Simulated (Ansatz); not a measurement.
**BeTe (F-43m): how G0W0 depends on its starting point**

One-shot GW is not self-consistent; how far does the start matter for BeTe (F-43m)?

Main program and level: Ansatz 0.2.0; G0W0 on several functionals, plane waves, PAW.

In doubt: masses and optical values from hybrid runs of this build are listed as unsure (steps 3, 4), which bears on the screening that GW takes from such a start.

### Step 1. Starting point

It takes space group F-43m (No. 216, cubic). The conventional cell has a = 5.663 Å, b = 5.663 Å, c = 5.663 Å, α = 90.00°, β = 90.00°, γ = 90.00°. Nearest to Be lie 4 Te at 2.45 Å. Nearest to Te lie 4 Be at 2.45 Å. Farther neighbours and most contacts between anions are not listed.

The cell and positions are those that the Materials Project relaxed with its own functionals (PBE, PBE+U or r2SCAN), kept fixed. Spin-orbit coupling is left out unless a step names it.

### Step 2. G0W0 on PBE

G0W0 replaces the xc potential by the self-energy, built once from these orbitals. Only a window of levels is corrected, while the sums run over the empty bands that the input names. This step takes PAW set soft_1 files.

This step: G0W0 on PBE, plane waves, PAW; PAW set soft_1.

File input.yaml:

```yaml
crystal:
  lattice:
    - [0.0, 2.8314587876, 2.8314587876]
    - [2.8314587876, 0.0, 2.8314587876]
    - [2.8314587876, 2.8314587876, 0.0]
  atoms:
    - { symbol: Be, position: [0.0, 0.0, 0.0] }
    - { symbol: Te, position: [0.75, 0.75, 0.75] }
kpoints:
  mp_grid: { grid: [6, 6, 6] }
hamiltonian:
  xc: pbe
  pseudopotentials: { kind: paw, azcp: { folder: soft_1 } }
scf:
  occupations: { method: fixed }
gw:
  n_empty_bands: 135
  ecut_chi: 120
  qp_bands: [v2, c2]
  qp_kpoints: band_edges
  screening: { model: contour_deformation }
```

Launch:

```bash
$ ansatz run input.yaml --threads 3 --pin off --max-ram 92160MiB --backend cuda --events-out ev --progress --plain --runs-dir out --devices 1 --max-vram 13GiB
```

Numbers of over 12 decimals in the logs are rounded to 6 here.

What it wrote:

```text
GPUs: using 1 of 1 available (devices: 1).
Engine: ansatz 0.2.0, x86_64-unknown-linux-gnu
Pseudopotentials: kind: paw
Pseudopotential: Be, paw, valence charge 2, recommended cutoff 420 eV (normal), soft_1/Be.paw.azcp
Pseudopotential: Te, paw, valence charge 16, recommended cutoff 420 eV (normal), soft_1/Te.paw.azcp
Functional definition: PBE
  parameter kappa = 0.804
  parameter beta = 0.066725
  exchange = pbe_x(kappa = kappa, mu = beta*pi^2/3)
  correlation = pbe_c(beta = beta)
device memory: the entry about to start is reckoned to put 0.5 GiB on a device that reports 38.6 GiB free (of which the cap on the GPU budget leaves the run 13.0 GiB)
GPU FFT provider: cuFFT
GPU libraries: cuBLAS 13.8.2, cuFFT 12.4.0, cuSOLVER 12.3.4
Crystal: 2 atoms, lattice volume = 45.401 Å³
Basis set: ecut = 420 eV, 893 PW (Γ)
Bands: 13, of which v1, the nominal top of the filled ones, is band 9 counted from 1 (8 counted from 0)
Symmetry: 24 space group operations
Space group: F-43m (ITA 216), of the structure as read, at distance tolerance 3.6e-5 Å
k-points: 16 of 216 (time reversal used)
Non-local potential: Be, projectors of the file, l = 0: 2, l = 1: 2, l = 2: 1
Non-local potential: Te, projectors of the file, l = 0: 2, l = 1: 2, l = 2: 2, l = 3: 1
PAW form: soft (Blöchl's): semilocal exchange-correlation on the pseudo side does not see the compensation charge
PAW one-centre angular grid: Be, 110 points (default); XC on 64 Gauss nodes
PAW one-centre angular grid: Te, 590 points (default); XC on 64 Gauss nodes
Initial density: superposition of atomic densities (chi_scale 0.1, normalization cell, long waves kept (reshape's long-wave potential 0.00 eV rms))
Initial wavefunctions: pseudopotential atomic-orbital guess
GPU buffer pool allocated for 19683 grid points (all kernels)
GPU transforms: local potential and band sums: pruned to the plane-wave sphere, on 25×27×27
Functional: x = pbe(κ = 0.804, μ = 0.219515), c = pbe(β = 0.066725)
SCF iter   1: F=—  HF=-7073.656853 eV  |F-HF|=—  |Δ(HF+E_count)|=         —  Δρ=3.03e-2  dr2=4.92e-1  ethr=3.10e-3  ⟨swp⟩=4.8  Hψ=1138  notcnv=0  defer=23
preconditioner: auto → none  [insulator: Δε(μ)=2.007 eV  Ē_g=10.138 eV  n_scr=14 (ndim 8)  ℏωp=15.6 eV  f_vac=0.000  ε∞_Penn≈3.4]
SCF iter   2: F=—  HF=-7073.536426 eV  |F-HF|=—  |Δ(HF+E_count)|=   1.20e-1  Δρ=1.22e-2  dr2=5.79e-2  ethr=2.73e-3  ⟨swp⟩=2.0  Hψ=378  notcnv=0  defer=22
SCF iter   3: F=—  HF=-7073.534255 eV  |F-HF|=—  |Δ(HF+E_count)|=   2.17e-3  Δρ=2.85e-3  dr2=2.48e-3  ethr=3.22e-4  ⟨swp⟩=2.1  Hψ=310  notcnv=0  defer=28
SCF iter   4: F=—  HF=-7073.534480 eV  |F-HF|=—  |Δ(HF+E_count)|=   2.24e-4  Δρ=7.48e-4  dr2=1.79e-4  ethr=1.38e-5  ⟨swp⟩=4.0  Hψ=417  notcnv=0  defer=28
SCF iter   5: F=—  HF=-7073.534510 eV  |F-HF|=—  |Δ(HF+E_count)|=   3.09e-5  Δρ=1.14e-4  dr2=2.64e-6  ethr=9.92e-7  ⟨swp⟩=2.0  Hψ=306  notcnv=0  defer=28
SCF iter   6: F=-7073.534513 eV  HF=-7073.534513 eV  |F-HF|=4.99e-8  |Δ(HF+E_count)|=   2.77e-6  Δρ=9.62e-6  dr2=2.67e-8  ethr=5.56e-10  ⟨swp⟩=5.4  Hψ=1085  notcnv=0
SCF 1 converged in 6 iterations: F = -7073.534513 eV  dr2 = 2.67e-8
  greatest PAW one-centre occupation: 0.998 electrons in one spin orbital (limit 2), on the Te atom at site 1 (counted from 0), in its partial waves of l = 2
device memory: the entry about to start is reckoned to put 0.5 GiB on a device that reports 38.7 GiB free (of which the cap on the GPU budget leaves the run 13.0 GiB)
NSCF: frozen V_eff on 16 k-points, pencils in batches of 32, up to order 52
the band table was solved once the SCF had ended and its energy, with any forces and stress, was formed, with the checks that follow a solve (1476 applications of the Hamiltonian). They found nothing against the state; the energy, forces and stress were not computed again (output.eigenvalues in the input reference)
device memory: the entry about to start is reckoned to put 2.4 GiB on a device that reports 38.6 GiB free (of which the cap on the GPU budget leaves the run 13.0 GiB)
NSCF: frozen V_eff on 16 k-points
G₀W₀ screening: q 1/16
[... further progress lines ...]
device memory: the entry about to start is reckoned to put 0.3 GiB on a device that reports 38.5 GiB free (of which the cap on the GPU budget leaves the run 13.0 GiB)
NSCF: frozen V_eff on 1 k-points
device memory: the entry about to start is reckoned to put 0.3 GiB on a device that reports 38.5 GiB free (of which the cap on the GPU budget leaves the run 13.0 GiB)
NSCF: frozen V_eff on 1 k-points
SCF converged after 6 iterations
Free energy (F): -7073.534513 eV
Harris-Foulkes:  -7073.534513 eV  (|F-HF|=4.99e-8)
Internal energy: -7073.534513 eV  (E = F + TS)
E sigma→0 (E₀):  -7073.534513 eV
Fermi energy:    7.177692 eV
--- Per-component energies (eV) ---
  E_band       = -271.273415
  E_kinetic    = 191.561202
  E_local      = -1751.912451  (includes V_loc(G=0)·N_el)
  E_nonlocal   = 71.595274
  E_hartree    = 870.896774
  E_xc         = -141.328774
  E_vxc        = -120.774205  (∫ρ·V_xc dr)
  E_paw        = -4733.505411  (= ΣΔE_a)
  E_vpaw       = -403.534155  (= ΣTr[D̂ρ^β])
  E_aug_tail   = 0.000086  (compensation charges beyond the density's cutoff)
  E_ewald      = -1580.841214
  E_smearing   = -0.000000  (= −TS)
  E_closure    = 0.000000  (closes the sum)
  Σ components = -7073.534513   (vs F -7073.534513, Δ=0.00e0)
--- Band table (eV; the first three rows and the last of 16) ---
  k-point 0: bands = [... 5 lower, -5.0127, 7.1777, 7.1777, 7.1777, 10.8172, 10.8172, 10.8172, 10.8819]
  k-point 1: bands = [... 5 lower, -4.7606, 5.2206, 6.8108, 6.8108, 10.6225, 11.3488, 11.3488, 12.8718]
  k-point 2: bands = [... 5 lower, -4.1333, 2.8086, 6.2830, 6.2830, 10.3327, 11.8145, 11.8145, 14.9293]
  k-point 15: bands = [... 5 lower, -3.2140, 2.4830, 3.8767, 4.1745, 10.9132, 11.4704, 14.4808, 14.7694]
--- G₀W₀: contour deformation, 6 samples at zero and on the imaginary axis and 2 off it, 216 q-points, 135 empty bands' worth ---
  eigenvalues of the whole cell's RPA ε∞ on this k-mesh (on a slab, of 1 + 4πα/V) = 7.3347, 7.3347, 7.3347; static W/v taken at q = 0 is 0.136338
  bands read: the sum over 144 bands ends inside a degenerate multiplet in 3 slots, whose members it reads at an even weight; the widest, k=2: bands 144 to 145 (counted from 1) at 1/2 each
  gw.qp_kpoints: band_edges: 7 of 16 stored k-points solved, in 1 pass; an edge of the gap read off the rows below is read off those points alone
    valence top: of the k-points left out ik 8 came nearest to being solved in a further pass, in band 9 (counted from 1, as in the quasiparticle table): it holds the edge there only if its correction is more favourable than any solved in that band by at least 0.504 eV; those differ by 0.132 eV
    conduction bottom: of the k-points left out ik 10 came nearest to being solved in a further pass, in band 10 (counted from 1, as in the quasiparticle table): it holds the edge there only if its correction is more favourable than any solved in that band by at least 0.558 eV; those differ by 0.241 eV
    ik  band        ε_KS         Σx   Σc(E_QP)       V_xc       Z   E_QP_lin       E_QP  E_QP is
     0     8      7.1777   -16.0591     0.9930   -14.3535  0.7911     6.4607     6.4651  root
     0     9      7.1777   -16.0591     0.9930   -14.3535  0.7911     6.4607     6.4651  root
     0    10     10.8172    -6.2217    -4.1378   -10.6917  0.7825    11.1507    11.1494  root
     0    11     10.8172    -6.2217    -4.1378   -10.6917  0.7825    11.1507    11.1494  root
     1     8      6.8108   -15.7542     1.0817   -13.9504  0.7880     6.0839     6.0888  root
     1     9      6.8108   -15.7542     1.0817   -13.9504  0.7880     6.0839     6.0888  root
     1    10     10.6225    -7.0894    -4.1754   -11.5779  0.7866    10.9367    10.9356  root
     1    11     11.3488    -6.3976    -4.2947   -11.0336  0.7787    11.6916    11.6901  root
     2     8      6.2830   -15.6249     1.2874   -13.5840  0.7830     5.5236     5.5295  root
     2     9      6.2830   -15.6249     1.2874   -13.5840  0.7830     5.5236     5.5295  root
     2    10     10.3327    -7.4122    -4.0907   -11.7783  0.7884    10.6089    10.6081  root
     2    11     11.8145    -6.1327    -4.4031   -10.8587  0.7781    12.1389    12.1374  root
     3     8      6.0750   -15.6293     1.3790   -13.4820  0.7809     5.3003     5.3067  root
     3     9      6.0750   -15.6293     1.3790   -13.4820  0.7809     5.3003     5.3067  root
     3    10     10.2193    -7.5483    -4.0599   -11.8723  0.7890    10.4842    10.4835  root
     3    11     11.7972    -5.9472    -4.3525   -10.5981  0.7810    12.0968    12.0956  root
     4     8      6.1967   -15.3498     1.2636   -13.3369  0.7828     5.4415     5.4474  root
     4     9      6.1967   -15.3498     1.2636   -13.3369  0.7828     5.4415     5.4474  root
     4    10     10.2328    -6.0974    -3.9487   -10.2920  0.7890    10.4793    10.4787  root
     4    11     12.1226    -7.7662    -4.6279   -12.7370  0.7745    12.4673    12.4655  root
     9     8      5.0302   -15.2615     1.7557   -12.6846  0.7701     4.1998     4.2091  root
     9     9      5.0302   -15.2615     1.7557   -12.6846  0.7701     4.1998     4.2091  root
     9    10      9.4827    -5.9485    -3.7523    -9.8466  0.7968     9.6286     9.6284  root
     9    11     10.6977    -5.8858    -4.0275   -10.0560  0.7940    10.8406    10.8403  root
    12     8      4.5989   -15.2930     1.9453   -12.5032  0.7645     3.7435     3.7545  root
    12     9      4.5989   -15.2930     1.9453   -12.5032  0.7645     3.7435     3.7545  root
    12    10      9.2029    -5.5033    -3.7262    -9.3204  0.8035     9.2938     9.2937  root
    12    11      9.8793    -6.3691    -3.7717   -10.2666  0.7948    10.0052    10.0050  root
```

Elapsed: 16 s, on 1 × NVIDIA H100 80GB HBM3 (shared by 6 runs) with 3 threads of AMD EPYC 7R13 (Zen 3), shared host; peak memory 1.1 GiB.

This step gave:

```
bands summed                                 : 144
RPA ε∞ on this mesh (eigenvalues)            : 7.335, 7.335, 7.335
plane waves in the screening matrix          : 137
q-points in the mesh                         : 216
G0W0 gap on the mesh                         : 2.829 eV
k of the valence top                         : 0, 0, 0
k of the conduction bottom                   : 0, -0.5, -0.5
starting gap on the mesh                     : 2.025 eV
Z at the valence top                         : 0.7911
Z at the conduction bottom                   : 0.8035
least direct G0W0 gap on the computed points : 4.684 eV
```

The gap on the mesh goes from 2.03 eV to 2.83 eV, a correction of +0.80 eV. Between the two edge states, bare exchange in place of the xc potential would open the gap by 5.52 eV, and correlation takes back 4.72 eV.

### Step 3. G0W0 on HSE06

The same correction from a different start measures what one shot leaves open.

This step: G0W0 on HSE06, plane waves, PAW; PAW set soft_1.

Changes to input.yaml since step 2:

```diff
@@ -11,3 +11,3 @@
 hamiltonian:
-  xc: pbe
+  xc: hse06
   pseudopotentials: { kind: paw, azcp: { folder: soft_1 } }
```

What it wrote:

```text
GPUs: using 1 of 1 available (devices: 1).
[...]
davidson cushion auto → on  (no smearing: the cushion is to keep the highest requested band from converging to the state above it; pin scf.eigensolver.cushion to override)
[...]
GPU FFT provider: cuFFT
GPU libraries: cuBLAS 13.8.2, cuFFT 12.4.0, cuSOLVER 12.3.4
Crystal: 2 atoms, lattice volume = 45.401 Å³
Basis set: ecut = 420 eV, 893 PW (Γ)
Bands: 13, of which v1, the nominal top of the filled ones, is band 9 counted from 1 (8 counted from 0)
Symmetry: 24 space group operations
[...]
k-points: 16 of 216 (time reversal used)
[...]
GPU buffer pool allocated for 19683 grid points (all kernels)
[...]
SCF iter   1: F=—  HF=-7073.641966 eV  |F-HF|=—  |Δ(HF+E_count)|=         —  Δρ=3.08e-2  dr2=5.06e-1  ethr=1.00e-1  ⟨swp⟩=5.9  Hψ=774  notcnv=0
[...]
SCF iter   4: F=-7073.533700 eV  HF=-7073.533659 eV  |F-HF|=4.09e-5  |Δ(HF+E_count)|=   2.46e-4  Δρ=8.34e-4  dr2=2.06e-4  ethr=1.86e-5  ⟨swp⟩=3.0  Hψ=571  notcnv=0
SCF 1 stopped early in 4 iterations: F = -7073.533700 eV  dr2 = 2.06e-4
[...]
GPU FFT provider: cuFFT
GPU libraries: cuBLAS 13.8.2, cuFFT 12.4.0, cuSOLVER 12.3.4
[...]
GPU buffer pool allocated for 19683 grid points (all kernels)
[...]
Free energy (F): -7078.271733 eV
Frozen-core exchange: fock
[...]
Internal energy: -7078.271733 eV  (E = F + TS)
E sigma→0 (E₀):  -7078.271733 eV
Fermi energy:    6.723268 eV
[...]
--- Band table (eV; the first three rows and the last of 16) ---
  k-point 0: bands = [... 5 lower, -6.6490, 6.7233, 6.7233, 6.7233, 11.2072, 11.2072]
  k-point 1: bands = [... 5 lower, -6.3646, 4.6336, 6.3362, 6.3362, 11.0214, 11.7722]
  k-point 2: bands = [... 5 lower, -5.6514, 1.9399, 5.7612, 5.7612, 10.7023, 12.2482]
  k-point 15: bands = [... 5 lower, -4.5911, 1.5258, 3.1306, 3.4754, 11.2386, 11.8298]
  guard bands above this table: 2 of the run's 13 bands. The solve was not asked for them (output.publish_guard_bands: true or output.eigenvalues: true publishes all)
[...]
0     8      6.7233   -16.0856     0.9323   -14.7437  0.8121     6.3124     6.3136  root
     0     9      6.7233   -16.0856     0.9323   -14.7437  0.8121     6.3124     6.3136  root
     0    10     11.2072    -6.1296    -3.9473   -10.2049  0.8049    11.3353    11.3351  root
     0    11     11.2072    -6.1296    -3.9473   -10.2049  0.8049    11.3353    11.3351  root
     1     8      6.3362   -15.8225     1.0127   -14.4018  0.8094     5.9270     5.9282  root
     1     9      6.3362   -15.8225     1.0127   -14.4018  0.8094     5.9270     5.9282  root
     1    10     11.0214    -6.9219    -3.9971   -11.0244  0.8086    11.1268    11.1267  root
     1    11     11.7722    -6.2644    -4.0894   -10.4715  0.8015    11.8900    11.8898  root
[...]
12     8      3.9143   -15.3363     1.7538   -13.1795  0.7886     3.5095     3.5113  root
    12     9      3.9143   -15.3363     1.7538   -13.1795  0.7886     3.5095     3.5113  root
    12    10      9.4243    -5.3744    -3.6044    -8.9807  0.8233     9.4263     9.4263  root
    12    11     10.1182    -6.2311    -3.6305    -9.8946  0.8158    10.1511    10.1511  root
```

Elapsed: 39 s, on 1 × NVIDIA H100 80GB HBM3 (shared by 6 runs) with 3 threads; peak memory 1.3 GiB.

This step gave:

- bands summed: 144
- RPA ε∞ on this mesh (eigenvalues): 6.008, 6.008, 6.008
- plane waves in the screening matrix: 137
- q-points in the mesh: 216
- G0W0 gap on the mesh: 3.113 eV
- k of the valence top: 0, 0, 0
- k of the conduction bottom: 0, -0.5, -0.5
- starting gap on the mesh: 2.701 eV
- Z at the valence top: 0.8121
- Z at the conduction bottom: 0.8233
- least direct G0W0 gap on the computed points: 5.022 eV

Against the run with 6×6×6 mesh, 135 empty bands, screening to 120 eV, PAW set soft_1 files on PBE, the gap moves by +0.28 eV, while the start moved by +0.68 eV.

### Step 4. G0W0 on PBE0

This step: G0W0 on PBE0, plane waves, PAW; PAW set soft_1.

Changes to input.yaml since step 3:

```diff
@@ -11,3 +11,3 @@
 hamiltonian:
-  xc: hse06
+  xc: pbe0
   pseudopotentials: { kind: paw, azcp: { folder: soft_1 } }
```

What it wrote:

```text
GPUs: using 1 of 1 available (devices: 1).
[...]
GPU FFT provider: cuFFT
GPU libraries: cuBLAS 13.8.2, cuFFT 12.4.0, cuSOLVER 12.3.4
Crystal: 2 atoms, lattice volume = 45.401 Å³
Basis set: ecut = 420 eV, 893 PW (Γ)
Bands: 13, of which v1, the nominal top of the filled ones, is band 9 counted from 1 (8 counted from 0)
Symmetry: 24 space group operations
[...]
k-points: 16 of 216 (time reversal used)
[...]
1    10     11.3603    -6.9159    -3.8952   -10.6843  0.8201    11.2336    11.2335  root
     1    11     12.1299    -6.2507    -3.9770   -10.1031  0.8136    12.0054    12.0052  root
[...]
12     8      3.5384   -15.3357     1.6464   -13.5476  0.8024     3.3967     3.3969  root
    12     9      3.5384   -15.3357     1.6464   -13.5476  0.8024     3.3967     3.3969  root
    12    10      9.7493    -5.3659    -3.5164    -8.6481  0.8338     9.5155     9.5150  root
    12    11     10.4600    -6.2140    -3.5379    -9.5378  0.8268    10.2463    10.2459  root
[key lines of the parts left out:]
Free energy (F): -7077.473747 eV
Fermi energy:    6.395841 eV
```

Run time: 43 s. Hardware: 1 × NVIDIA H100 80GB HBM3 (shared by 6 runs) with 3 threads; peak memory 1.3 GiB.

Numbers from this step:

| Item | Value |
| --- | --- |
| bands summed | 144 |
| RPA ε∞ on this mesh (eigenvalues) | 5.458, 5.458, 5.458 |
| plane waves in the screening matrix | 137 |
| G0W0 gap on the mesh | 3.278 eV |
| k of the valence top | 0, 0, 0 |
| k of the conduction bottom | 0, -0.5, -0.5 |
| starting gap on the mesh | 3.353 eV |
| least direct G0W0 gap on the computed points | 5.208 eV |

Against the run with 6×6×6 mesh, 135 empty bands, screening to 120 eV, PAW set soft_1 files on HSE06, the gap moves by +0.17 eV, while the start moved by +0.65 eV.

### Step 5. The starts together

All on the 6×6×6 mesh with 135 empty bands and screening to 120 eV. Times are wall times on 1 × NVIDIA H100 80GB HBM3 (shared by 6 runs) with 3 threads of AMD EPYC 7R13 (Zen 3), shared host, good to a factor of about two.

| start | starting gap (eV) | shift (eV) | G0W0 gap (eV) | RPA ε∞ (harmonic mean) | Z (valence, conduction) | time |
| --- | --- | --- | --- | --- | --- | --- |
| PBE | 2.03 | +0.80 | 2.83 | 7.33 | 0.79, 0.80 | 16 s |
| HSE06 | 2.70 | +0.41 | 3.11 | 6.01 | 0.81, 0.82 | 39 s |
| PBE0 | 3.35 | −0.08 | 3.28 | 5.46 | 0.82, 0.83 | 43 s |

How the two edges are built up, in eV (the quasiparticle level is the starting level plus Σx plus Σc less Vxc):

| run | edge | start | Σx | Σc | Vxc | Z | QP |
| --- | --- | --- | --- | --- | --- | --- | --- |
| PBE | valence top | 7.18 | -16.06 | 0.99 | -14.35 | 0.79 | 6.47 |
| PBE | conduction bottom | 9.20 | -5.50 | -3.73 | -9.32 | 0.80 | 9.29 |
| HSE06 | valence top | 6.72 | -16.09 | 0.93 | -14.74 | 0.81 | 6.31 |
| HSE06 | conduction bottom | 9.42 | -5.37 | -3.60 | -8.98 | 0.82 | 9.43 |
| PBE0 | valence top | 6.40 | -16.09 | 0.87 | -15.06 | 0.82 | 6.24 |
| PBE0 | conduction bottom | 9.75 | -5.37 | -3.52 | -8.65 | 0.83 | 9.52 |

For a hybrid start, Vxc holds its share of exact exchange.

### Step 6. Summary of results

| Quantity | Value |
| --- | --- |
| G0W0@PBE | 2.83 eV (start 2.03 eV) |
| G0W0@HSE06 | 3.11 eV (start 2.70 eV) |
| G0W0@PBE0 | 3.28 eV (start 3.35 eV) |
| known limits | not at the basis limit; no spin-orbit coupling |

What this shows: The starting gaps span 1.33 eV and the G0W0 gaps 0.45 eV. Between PBE and PBE0, 0.45 eV of the 1.33 eV survives, 34 %. PBE0 screens less than PBE (ε∞ 5.46 against 7.33). Of the 0.45 eV by which its G0W0 gap is higher, the correlation part gives +0.33 eV, and exchange with the one-particle terms, which follow the orbitals, +0.12 eV. On PBE0 the correction is negative: that start lies above its own G0W0 value. The smallest correction, −0.08 eV, is on PBE0, the start nearest to reproducing itself. Bands and cutoff are finite, so the gap is not at the basis limit. The miss can reach some tenths of an eV and take either sign; the mesh is an error of its own. The many-body steps are scalar-relativistic: spin-orbit coupling is not in them.

[Paths, hosts, dates, memory and timing lines, banners, echoed tables and standing remarks are left out of the program output.]

[Logs are printed without paths, hosts, clocks, repeated set-up lines and the standing remarks that a program may print on its own settings, such as how far it seeks lower states.]

[Runs of the session that timed out or met a known fault of the program may be left out.]

[Cells called generated may have been cut or substituted from an entry of the Crystallography Open Database or the Materials Project.]

[Hosts, paths, dates, database ids (printed as entryN), source tags and the programs' standing remarks are cut or masked in the printed files.]
